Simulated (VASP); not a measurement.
Write the native input for VASP 6.6.1 that does the following.

```
Task                   : relaxation of cell and atoms
Functional             : PBE
Dispersion             : D3(BJ)
Potentials or basis    : VASP PAW PBE potentials, release 64 (B, N)
Cutoff                 : 600 eV
k mesh                 : 12 × 12 × 4
Occupations            : gaussian, width 0.03 eV
Spin                   : no spin polarisation
Further INCAR settings : ALGO = Normal; EDIFF = 1e-06; IBRION = 2; EDIFFG = -0.01; NSW = 90; ISIF = 3
```

The structure of BN lies in POSCAR:

```
BN
1.0
    2.4982400000      0.0000000000      0.0000000000
   -1.2491200000      2.1635393048      0.0000000000
    0.0000000000      0.0000000000      6.6357000000
B N
2 2
Direct
    0.3333333333      0.6666666667      0.2500000000
    0.6666666667      0.3333333333      0.7500000000
    0.3333333333      0.6666666667      0.7500000000
    0.6666666667      0.3333333333      0.2500000000
```

These files were run (other wordings do the same):

INCAR

```
SYSTEM = BN
PREC = Accurate
ENCUT = 600
EDIFF = 1E-6
ISMEAR = 0
SIGMA = 0.03
LREAL = .False.
LASPH = .True.
NELM = 80
ALGO = Normal
ISIF = 3
LWAVE = .False.
LCHARG = .False.
GGA = PE
IVDW = 12
IBRION = 2
NSW = 90
EDIFFG = -0.01
KPAR = 2
```

KPOINTS

```
Automatic mesh
0
Gamma
  12 12 4
  0 0 0
```

Potentials or basis: VASP PAW PBE potentials, release 64 (B, N).

Run with:

```sh
$ cat potpaw_PBE.64/B/POTCAR potpaw_PBE.64/N/POTCAR > POTCAR
$ mpirun -np 2 vasp_std > vasp.out
```

It gave:

* Relaxed volume: 8.95 Å³/atom
* Relaxed cell: a = 2.506 Å, b = 2.506 Å, c = 6.584 Å, α = 90.00°, β = 90.00°, γ = 120.00°
* Space group after relaxing (to 0.05 Å): P6_3/mmc (No. 194)
* Energy gained by relaxing: 0.7 meV/atom
* Ionic steps: 7
* Pressure after relaxing: 0.0 GPa
* Band gap on the k mesh: 4.26 eV, indirect (least direct gap 4.63 eV)
* Dispersion energy per atom: -0.142 eV

Run time: 26 s on 2 MPI ranks on Intel(R) Xeon(R) 6975P-C (Granite Rapids), on a shared host, peak memory 0.16 GiB a rank.
